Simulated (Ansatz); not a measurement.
# Preparing Al2O3 (R-3c) as a host crystal

Before any defect goes in: Al2O3 (R-3c) at rest, and how it screens a charge.

Method: plane-wave PAW DFT, PBEsol; relaxation of the host's cell and atoms, in the first sound run; inputs show where later runs differ, in Ansatz 0.2.0.

## 1. The starting structure

Symmetry: R-3c, No. 167, trigonal system. Conventional cell: a = 4.805 Å, b = 4.805 Å, c = 13.116 Å, α = 90.00°, β = 90.00°, γ = 120.00°. Nearest to Al lie 6 O at 1.87 to 1.99 Å. Nearest to O lie 4 Al at 1.87 to 1.99 Å. Farther neighbours and most contacts between anions are not listed.

## 2. Host cell relaxation

Lattice and positions are set free, within the symmetry that the program keeps.

cell/input.yaml

```yaml
crystal:
  lattice:
    - [2.4025136, 1.3870919, 4.3720844]
    - [-2.4025136, 1.3870919, 4.3720844]
    - [0.0, -2.7741838, 4.3720844]
  atoms:
    - { symbol: Al, position: [0.647904, 0.647904, 0.647904] }
    - { symbol: Al, position: [0.852096, 0.852096, 0.852096] }
    - { symbol: Al, position: [0.147904, 0.147904, 0.147904] }
    - { symbol: Al, position: [0.352096, 0.352096, 0.352096] }
    - { symbol: O, position: [0.4438545, 0.0561455, 0.75] }
    - { symbol: O, position: [0.9438545, 0.25, 0.5561455] }
    - { symbol: O, position: [0.0561455, 0.75, 0.4438545] }
    - { symbol: O, position: [0.75, 0.4438545, 0.0561455] }
    - { symbol: O, position: [0.25, 0.5561455, 0.9438545] }
    - { symbol: O, position: [0.5561455, 0.9438545, 0.25] }
basis:
  ecutwfc: 420
  xc_grid: 2
hamiltonian:
  xc: pbesol
kpoints:
  mp_grid: { grid: [7, 7, 7] }
scf:
  occupations: { method: fixed }
  max_iter: 100
relax:
  f_tol: 0.005
  max_steps: 60
  cell: {}
output:
  forces: true
  stress: true
checkpoint:
  write: "../cell.run"
  compress: false
  write_wavefunctions: false
  write_every: 100000
```

The run is started by

```bash
$ ansatz run input.yaml --threads 8 --pin off --max-ram 22609MiB --backend cpu --events-out ev --progress --plain --runs-dir out
```

Numbers of over 12 decimals in the logs are rounded to 6 here.

Output:

```text
[... repeated set-up lines and file paths are left out, and long positions are rounded to six places ...]
Engine: ansatz 0.2.0, aarch64-unknown-linux-gnu
Pseudopotentials: kind: paw
Pseudopotential: Al, paw, valence charge 3, recommended cutoff 420 eV (normal), Al.paw.azcp
Pseudopotential: O, paw, valence charge 6, recommended cutoff 420 eV (normal), O.paw.azcp
Functional definition: PBEsol
  exchange = pbesol_x
  correlation = pbesol_c
Crystal: 10 atoms, lattice volume = 87.420 Å³
Basis set: ecut = 420 eV, 1707 PW (Γ), exchange–correlation on 72×72×72 points (8 copies of the dense FFT grid, shifted against one another)
Bands: 34, of which v1, the nominal top of the filled ones, is band 24 counted from 1 (23 counted from 0)
Symmetry: 12 space group operations
Space group: R-3c (ITA 167), of the structure as read, at distance tolerance 4.4e-5 Å
k-points: 44 of 343
Non-local potential: Al, projectors of the file, l = 0: 2, l = 1: 2, l = 2: 1
Non-local potential: O, projectors of the file, l = 0: 2, l = 1: 2, l = 2: 1
PAW form: soft (Blöchl's): semilocal exchange-correlation on the pseudo side does not see the compensation charge
PAW frozen core: Al, regenerated for the run's functional, and the local potential with it (the file was generated under x = pbe(κ = 0.804, μ = 0.219515), c = pbe(β = 0.066725))
PAW frozen core: O, regenerated for the run's functional, and the local potential with it (the file was generated under x = pbe(κ = 0.804, μ = 0.219515), c = pbe(β = 0.066725))
PAW one-centre angular grid: Al, 110 points (default); XC on 64 Gauss nodes
PAW one-centre angular grid: O, 110 points (default); XC on 64 Gauss nodes
Initial density: superposition of atomic densities (neutral atoms: chi_scale 0, normalization atom), corrected by the library's trained network
Initial wavefunctions: pseudopotential atomic-orbital guess
Functional: x = pbesol(κ = 0.804, μ = 0.123457), c = pbesol(β = 0.046)
SCF iter   1: F=—  HF=-5478.871218 eV  |F-HF|=—  |Δ(HF+E_count)|=         —  Δρ=1.60e-2  dr2=1.70e-1  ethr=1.77e-3  ⟨swp⟩=5.2  Hψ=5970  notcnv=0  defer=326
preconditioner: auto → Resta (q_TF=auto, 2.469 Å⁻¹)  ε∞=3.6  [insulator: Δε(μ)=5.664 eV  Ē_g=17.047 eV  n_scr=20 (ndim 8)  ℏωp=27.5 eV  f_vac=0.000  ε∞_Penn≈3.6]
SCF iter   2: F=—  HF=-5478.820081 eV  |F-HF|=—  |Δ(HF+E_count)|=   5.11e-2  Δρ=2.05e-3  dr2=1.57e-3  ethr=3.55e-4  ⟨swp⟩=2.6  Hψ=2769  notcnv=0  defer=350
SCF iter   3: F=—  HF=-5478.820249 eV  |F-HF|=—  |Δ(HF+E_count)|=   1.68e-4  Δρ=1.10e-3  dr2=5.56e-4  ethr=3.26e-6  ⟨swp⟩=2.0  Hψ=1737  notcnv=0  defer=308
automatic band count: iteration 3 solves 33 bands in place of 34: the levels show a gap, and the empty bands left out lie too high to hold charge; the band table lists the bands solved (type scf.n_extra_bands for more)
SCF iter   4: F=—  HF=-5478.820319 eV  |F-HF|=—  |Δ(HF+E_count)|=   7.02e-5  Δρ=8.12e-5  dr2=5.01e-6  ethr=1.16e-6  ⟨swp⟩=2.4  Hψ=2173  notcnv=0  defer=300
SCF iter   5: F=—  HF=-5478.820331 eV  |F-HF|=—  |Δ(HF+E_count)|=   1.19e-5  Δρ=1.75e-5  dr2=2.14e-7  ethr=1.04e-8  ⟨swp⟩=2.6  Hψ=2454  notcnv=0  defer=200
SCF iter   6: F=-5478.820331 eV  HF=-5478.820331 eV  |F-HF|=4.58e-9  |Δ(HF+E_count)|=   5.94e-8  Δρ=2.92e-6  dr2=9.98e-9  ethr=2.08e-10  ⟨swp⟩=4.0  Hψ=4531  notcnv=0
SCF 1 converged in 6 iterations: F = -5478.820331 eV  dr2 = 9.98e-9
  greatest PAW one-centre occupation: 0.857 electrons in one spin orbital (limit 2), on the O atom at site 9 (counted from 0), in its partial waves of l = 0
relax step   1: F+E_penalty+E_count = -5478.82033109 eV  Δ(F+E_penalty+E_count) = +0.000e0 eV  max|allowed force component| = 4.971e-2 eV/Å  Δτ_max = 0.0000 Å  P = -4.850 GPa  Ω = 87.420 Å³  (6 SCF iters, dr2 threshold 1.00e-7 eV, accepted)
[... the SCF cycles and remarks between the steps are left out from here to the last step ...]
relax step   2: F+E_penalty+E_count = -5478.84382496 eV  Δ(F+E_penalty+E_count) = -2.349e-2 eV  max|allowed force component| = 2.821e-2 eV/Å  Δτ_max = 0.0021 Å  P = -2.660 GPa  Ω = 86.618 Å³  energy of the carried Pulay correction = +4.597e-3 eV  (5 SCF iters, dr2 threshold 1.00e-6 eV, accepted)
relax step   3: F+E_penalty+E_count = -5478.85709568 eV  Δ(F+E_penalty+E_count) = -1.327e-2 eV  max|allowed force component| = 3.007e-2 eV/Å  Δτ_max = 0.0006 Å  P = +0.049 GPa  Ω = 85.677 Å³  energy of the carried Pulay correction = +1.005e-2 eV  (5 SCF iters, dr2 threshold 1.00e-6 eV, accepted)
relax step   4: F+E_penalty+E_count = -5478.85714019 eV  Δ(F+E_penalty+E_count) = -4.451e-5 eV  max|allowed force component| = 1.533e-2 eV/Å  Δτ_max = 0.0008 Å  P = +0.008 GPa  Ω = 85.686 Å³  energy of the carried Pulay correction = +9.997e-3 eV  (4 SCF iters, dr2 threshold 5.65e-8 eV, accepted)
relax step   5: F+E_penalty+E_count = -5478.85713552 eV  Δ(F+E_penalty+E_count) = +4.671e-6 eV  max|allowed force component| = 4.932e-3 eV/Å  Δτ_max = 0.0007 Å  P = -0.009 GPa  Ω = 85.692 Å³  energy of the carried Pulay correction = +9.965e-3 eV  (4 SCF iters, dr2 threshold 1.47e-8 eV, accepted)
relax step   6: F+E_penalty+E_count = -5478.84826372 eV  Δ(F+E_penalty+E_count) = +8.872e-3 eV  max|allowed force component| = 4.627e-3 eV/Å  Δτ_max = 0.0000 Å  P = -0.205 GPa  Ω = 85.692 Å³  stress off target by 2.09e-1 GPa  SCF on the basis re-selected at this cell (its energy is not comparable with the rows above)  (5 SCF iters)
relax step   7: F+E_penalty+E_count = -5478.84871385 eV  Δ(F+E_penalty+E_count) = -4.501e-4 eV  max|allowed force component| = 2.287e-5 eV/Å  Δτ_max = 0.0003 Å  P = -0.004 GPa  Ω = 85.622 Å³  energy of the carried Pulay correction = +4.012e-4 eV  (4 SCF iters, dr2 threshold 1.09e-7 eV, accepted)
iter 1 solved again at ethr=1.91e-8 eV; its pass at ethr=3.10e-3 eV (dr2=9.16e-6 eV) is discarded
SCF iter   1: F=—  HF=-5478.848232 eV  |F-HF|=—  |Δ(HF+E_count)|=         —  Δρ=1.11e-5  dr2=2.52e-8  ethr=1.91e-8  ⟨swp⟩=3.0  Hψ=9935  notcnv=0  defer=347
SCF iter   2: F=—  HF=-5478.848243 eV  |F-HF|=—  |Δ(HF+E_count)|=   1.03e-5  Δρ=5.10e-6  dr2=7.93e-9  ethr=5.25e-11  ⟨swp⟩=2.0  Hψ=2354  notcnv=0  defer=334
SCF iter   3: F=—  HF=-5478.848243 eV  |F-HF|=—  |Δ(HF+E_count)|=   4.40e-9  Δρ=1.99e-6  dr2=1.46e-9  ethr=1.65e-11  ⟨swp⟩=2.1  Hψ=2149  notcnv=0  defer=334
SCF iter   4: F=—  HF=-5478.848243 eV  |F-HF|=—  |Δ(HF+E_count)|=  8.91e-10  Δρ=3.33e-7  dr2=1.00e-10  ethr=3.04e-12  ⟨swp⟩=3.0  Hψ=2517  notcnv=0  defer=334
SCF iter   5: F=-5478.848243 eV  HF=-5478.848243 eV  |F-HF|=3.64e-12  |Δ(HF+E_count)|=  3.82e-11  Δρ=7.31e-8  dr2=3.20e-12  ethr=1.00e-12  ⟨swp⟩=4.0  Hψ=4574  notcnv=0
SCF 8 converged in 5 iterations: F = -5478.848243 eV  dr2 = 3.20e-12
relax step   8: F+E_penalty+E_count = -5478.84824275 eV  Δ(F+E_penalty+E_count) = +4.711e-4 eV  max|allowed force component| = 4.126e-5 eV/Å  Δτ_max = 0.0000 Å  P = -0.009 GPa  Ω = 85.622 Å³  stress off target by 9.19e-3 GPa  SCF on the basis re-selected at this cell (its energy is not comparable with the rows above)  (5 SCF iters)
basis re-selected at this cell: Δ(F+E_penalty+E_count) = +4.711e-4 eV, ΔP = -0.005 GPa vs the last step (what re-selecting the basis moved, of the pressure what is left beyond the Pulay correction that the steps carried, after the strain that the cell walked [...]
SCF converged after 5 iterations
Free energy (F): -5478.848243 eV
Harris-Foulkes:  -5478.848243 eV  (|F-HF|=3.64e-12)
Internal energy: -5478.848243 eV  (E = F + TS)
E sigma→0 (E₀):  -5478.848243 eV
Fermi energy:    7.540257 eV
--- Per-component energies (eV) ---
  E_band       = 58.003500
  E_kinetic    = 1178.143740
  E_local      = -1978.782719  (includes V_loc(G=0)·N_el)
  E_nonlocal   = 326.503290
  E_hartree    = 728.900893
  E_xc         = -605.825314
  E_vxc        = -692.594705  (∫ρ·V_xc dr)
  E_paw        = -2736.808600  (= ΣΔE_a)
  E_vpaw       = -233.082956  (= ΣTr[D̂ρ^β])
  E_aug_tail   = 0.015146  (compensation charges beyond the density's cutoff)
  E_ewald      = -2391.282962
  E_core_change = 0.288284  (= ΣΔE_core)
  E_smearing   = -0.000000  (= −TS)
  E_closure    = 0.000000  (closes the sum)
  Σ components = -5478.848243   (vs F -5478.848243, Δ=0.00e0)
--- Forces (eV/Å), atoms counted from 1 ---
  atom   1  Al     0.00000000     0.00000000     0.00000657
  atom   2  Al    -0.00000000    -0.00000000    -0.00000657
  atom   3  Al     0.00000000     0.00000000     0.00000657
  atom   4  Al     0.00000000    -0.00000000    -0.00000657
  atom   5  O     -0.00004126    -0.00000000     0.00000000
  atom   6  O     -0.00002063    -0.00003573     0.00000000
  atom   7  O      0.00002063     0.00003573     0.00000000
  atom   8  O      0.00002063    -0.00003573     0.00000000
  atom   9  O     -0.00002063     0.00003573    -0.00000000
  atom  10  O      0.00004126     0.00000000     0.00000000
  max |Σ_I F_I| component: 1.79e-17 eV/Å
--- Stress (GPa, compression-positive) ---
       -0.009185      -0.000000      -0.000000
       -0.000000      -0.009185       0.000000
       -0.000000      -0.000000      -0.007187
  P = ⅓ Tr σ = -0.0085 GPa (-0.085 kbar)
--- Relaxed structure (6 steps of the walk, 6 accepted, 2 SCFs on fresh bases) ---
  F+E_penalty+E_count = -5478.84824275 eV   max|allowed force component| = 4.126e-5 eV/Å   (the final SCF, on the basis selected at the relaxed cell)
  cell:  # Å, volume = 85.6225 Å³
    - [2.386934, 1.378097, 4.338269]
    - [-2.386934, 1.378097, 4.338269]
    - [0, -2.756194, 4.338269]
  atoms:
    - { symbol: Al, position: [0.647921, 0.647921, 0.647921] }
    - { symbol: Al, position: [0.852079, 0.852079, 0.852079] }
    - { symbol: Al, position: [0.147921, 0.147921, 0.147921] }
    - { symbol: Al, position: [0.352079, 0.352079, 0.352079] }
    - { symbol: O, position: [0.444140, 0.055860, 0.75] }
    - { symbol: O, position: [0.944140, 0.250000, 0.555860] }
    - { symbol: O, position: [0.055860, 0.750000, 0.444140] }
    - { symbol: O, position: [0.75, 0.444140, 0.055860] }
    - { symbol: O, position: [0.250000, 0.555860, 0.944140] }
    - { symbol: O, position: [0.555860, 0.944140, 0.250000] }
```

It took 22 s on 8 threads of Arm Neoverse V2, shared host; peak memory 0.52 GiB; 45 s of CPU time.

Relaxation path:

| step | energy less that of the first step (eV) | largest force component (eV/Å) | pressure (GPa) | volume (Å³) |
| --- | --- | --- | --- | --- |
| 1 | 0.0000 | 0.0497 | -4.85 | 87.42 |
| 2 | -0.0235 | 0.0282 | -2.66 | 86.62 |
| 3 | -0.0368 | 0.0301 | 0.05 | 85.68 |
| 4 | -0.0368 | 0.0153 | 0.01 | 85.69 |
| 5 | -0.0368 | 0.0049 | -0.01 | 85.69 |
| 6 | -0.0279 | 0.0046 | -0.20 | 85.69 |
| 7 | -0.0284 | 0.0000 | 0.00 | 85.62 |
| 8* | -0.0279 | 0.0000 | -0.01 | 85.62 |

Relaxation steps marked * repeat the geometry before them on a plane-wave basis chosen anew for their cell, so energy and pressure can jump there. The log counts 2 steps on a newly chosen plane-wave basis, not all of them marked here; energy and pressure can jump at such steps.

The run keeps the 12 symmetry operations that it works with, so distortions that break them were not tested.

| conventional cell, symmetrised | before | after | change |
| --- | --- | --- | --- |
| a (Å) | 4.805 | 4.774 | -0.6 % |
| b (Å) | 4.805 | 4.774 | -0.6 % |
| c (Å) | 13.116 | 13.015 | -0.8 % |
| volume (Å³/atom) | 8.74 | 8.56 | -2.1 % |

Numbers from this step:

| Quantity | Value |
| --- | --- |
| pressure | -0.008519 GPa |

The relaxation ends with a largest force component of 4.1e-5 eV/Å and a pressure of -0.01 GPa.

## 3. Dielectric tensors of the host

The response to a uniform electric field gives the electronic dielectric tensor.

This step: plane-wave PAW DFPT, PBEsol; dielectric tensors, Born charges and zone-centre modes of the host (Ansatz 0.2.0).

eps/input.yaml

```yaml
crystal:
  lattice:
    - [2.3869337137, 1.3780968221, 4.3382690299]
    - [-2.3869337137, 1.3780968221, 4.3382690299]
    - [0.0, -2.7561936443, 4.3382690299]
  atoms:
    - { symbol: Al, position: [0.6479208861, 0.6479208861, 0.6479208861] }
    - { symbol: Al, position: [0.8520791139, 0.8520791139, 0.8520791139] }
    - { symbol: Al, position: [0.1479208861, 0.1479208861, 0.1479208861] }
    - { symbol: Al, position: [0.3520791139, 0.3520791139, 0.3520791139] }
    - { symbol: O, position: [0.4441402346, 0.0558597654, 0.75] }
    - { symbol: O, position: [0.9441402346, 0.25, 0.5558597654] }
    - { symbol: O, position: [0.0558597654, 0.75, 0.4441402346] }
    - { symbol: O, position: [0.75, 0.4441402346, 0.0558597654] }
    - { symbol: O, position: [0.25, 0.5558597654, 0.9441402346] }
    - { symbol: O, position: [0.5558597654, 0.9441402346, 0.25] }
basis:
  ecutwfc: 420
hamiltonian:
  xc: pbesol
kpoints:
  mp_grid: { grid: [6, 6, 6] }
scf:
  occupations: { method: fixed }
  max_iter: 100
phonons:
  method: dfpt
  dielectric: true
  rigid_motions: translations
```

Output:

```text
[...]
Crystal: 10 atoms, lattice volume = 85.622 Å³
Basis set: ecut = 420 eV, 1653 PW (Γ), exchange–correlation on 72×72×72 points (8 copies of the dense FFT grid, shifted against one another)
Bands: 34, of which v1, the nominal top of the filled ones, is band 24 counted from 1 (23 counted from 0)
Symmetry: 12 space group operations
k-points: 112 of 216 (irreducible under 1 space group operation, time reversal used)
[...]
SCF iter   1: F=—  HF=-5478.899070 eV  |F-HF|=—  |Δ(HF+E_count)|=         —  Δρ=1.61e-2  dr2=1.68e-1  ethr=1.77e-3  ⟨swp⟩=5.1  Hψ=15355  notcnv=0  defer=827
[...]
SCF iter   8: F=-5478.848116 eV  HF=-5478.848116 eV  |F-HF|=9.09e-13  |Δ(HF+E_count)|=  1.20e-10  Δρ=1.02e-7  dr2=7.19e-12  ethr=1.00e-12  ⟨swp⟩=15.5  Hψ=26430  notcnv=0
SCF 1 converged in 8 iterations: F = -5478.848116 eV  dr2 = 7.19e-12
[...]
NSCF: frozen V_eff on 6 k-points
DFPT response loops at Γ: preconditioner auto → none (the input reference at scf.mixing.eps_inf says where Resta's filter doesn't serve); β = 0.50; Broyden in place of MSR1
SCF converged after 8 iterations
Free energy (F): -5478.848116 eV
[...]
Internal energy: -5478.848116 eV  (E = F + TS)
E sigma→0 (E₀):  -5478.848116 eV
Fermi energy:    7.540257 eV
[...]
--- Band table (eV; the first three rows and the last of 112) ---
[...]
[... further k-points left out ...]
--- Phonons (Γ-DFPT): 5 representative perturbations + reference, on 112 of 216 k-points (Σ response iterations 18) ---
  k mesh reduced under 1 symmetry operation, with k and −k counted as one. Each operation leaves every solved perturbation unchanged. A smaller set is not considered because the run solves the response to a homogeneous field
  ASR residual: 4.403e-5 → 0.000e0 eV/Å²; symmetrization residual: 3.577e-5 eV/Å²
  ASR residual per site (eV/Å²): 1.95e-5 1.95e-5 1.95e-5 1.95e-5 4.40e-5 4.40e-5 4.40e-5 4.40e-5 4.40e-5 4.40e-5
  Γ frequencies (cm⁻¹): 0.00 0.00 0.00 297.49 363.68 363.68 376.61 376.61 383.42 405.35 420.41 420.41 424.97 424.97 433.50 433.50 514.15 556.37 556.37 561.85 561.85 567.45 589.11 613.94 613.94 624.27 673.96 729.12 729.12 730.73
  ε∞ (high-frequency dielectric tensor):
        3.295622     0.000000    -0.000000
       -0.000000     3.295622     0.000000
        0.000000     0.000000     3.257177
  ε⁰ (static dielectric tensor: ions relaxed, cell fixed):
        9.716992     0.000000    -0.000000
        0.000000     9.716992    -0.000000
       -0.000000    -0.000000    11.805429
  ε⁰ − ε∞ (ionic part):
        6.421370     0.000000    -0.000000
        0.000000     6.421370    -0.000000
       -0.000000    -0.000000     8.548252
  softest optical mode at Γ: 297.49 cm⁻¹; the repairs (sum rule, projections) moved no ω² at Γ by more than (4.40 cm⁻¹)²
  Born effective charges Z* (e; rows j = field, columns β = displacement):
    site 0:
         2.98076   -0.03049   -0.00000
         0.03049    2.98076    0.00000
         0.00000    0.00000    2.94701
    site 1:
         2.98076    0.03049    0.00000
        -0.03049    2.98076    0.00000
        -0.00000    0.00000    2.94701
    site 2:
         2.98076    0.03049    0.00000
        -0.03049    2.98076    0.00000
        -0.00000    0.00000    2.94701
    site 3:
         2.98076   -0.03049   -0.00000
         0.03049    2.98076    0.00000
         0.00000    0.00000    2.94701
    site 4:
        -2.08820   -0.00000    0.00000
        -0.00000   -1.88614    0.27217
        -0.00000    0.36582   -1.96467
    site 5:
        -1.93666   -0.08749    0.23570
        -0.08749   -2.03769   -0.13608
         0.31681   -0.18291   -1.96467
    site 6:
        -1.93666   -0.08749    0.23570
        -0.08749   -2.03769   -0.13608
         0.31681   -0.18291   -1.96467
    site 7:
        -1.93666    0.08749   -0.23570
         0.08749   -2.03769   -0.13608
        -0.31681   -0.18291   -1.96467
    site 8:
        -1.93666    0.08749   -0.23570
         0.08749   -2.03769   -0.13608
        -0.31681   -0.18291   -1.96467
    site 9:
        -2.08820   -0.00000    0.00000
        -0.00000   -1.88614    0.27217
         0.00000    0.36582   -1.96467
  Z* charge neutrality: 6.913e-5 e pre-enforcement
  k-mesh period / interband length: 28.6 Å / 1.27 Å = 22.49 at k = (0.0000, 0.0000, 0.0000), direct gap 6.030 eV — 14 or more, which is no proof of convergence
  optical modes at Γ without the LO–TO term, one row a degenerate level:
      ω (cm⁻¹)  modes    IR ((D/Å)²/amu)
        297.49      1             0.0000
[...]
optical modes at Γ + LO–TO along q̂ = [1.0000, 0.0000, 0.0000]:
      ω (cm⁻¹)  modes    IR ((D/Å)²/amu)
[...]
optical modes at Γ + LO–TO along q̂ = [0.0000, 1.0000, 0.0000]:
      ω (cm⁻¹)  modes    IR ((D/Å)²/amu)
[...]
optical modes at Γ + LO–TO along q̂ = [0.0000, 0.0000, 1.0000]:
      ω (cm⁻¹)  modes    IR ((D/Å)²/amu)
[...]
433.50      2             0.0000
        487.07      1             2.0577
        514.15      1             0.0000
        556.37      2            81.2406
        561.85      2             0.0000
        589.11      1             0.0000
        613.94      2             7.1723
        624.27      1             0.0000
        673.96      1             0.0000
        729.12      2             0.0000
        730.73      1             0.0000
        850.41      1            62.2010
```

Run time: 82 s. Hardware: 8 threads; peak memory 1.5 GiB; 6.1 min of CPU time.

The column dr2 measures how far the density is from self-consistency, as an energy; F and HF (Harris–Foulkes) agree once it is small.

Electronic dielectric tensor:

```
3.30 0.00 0.00
0.00 3.30 0.00
0.00 0.00 3.26
```

Static dielectric tensor:

```
 9.72  0.00  0.00
 0.00  9.72  0.00
 0.00  0.00 11.81
```

The principal values of the electronic dielectric tensor are 3.26, 3.30 and 3.30. The principal values of the static dielectric tensor are 9.72, 9.72 and 11.81.

[end of part 1 of 3]

[Logs are printed without paths, hosts, clocks, repeated set-up lines and the standing remarks that a program may print on its own settings, such as how far it seeks lower states.]

[Hosts, paths, dates, database ids (printed as entryN), source tags and the programs' standing remarks are cut or masked in the printed files.]

[Runs of the host that timed out are not shown.]

[For some hosts the program warned that the k-mesh of the response run may be too coarse for force constants and the static dielectric constant; such warnings are not always shown.]
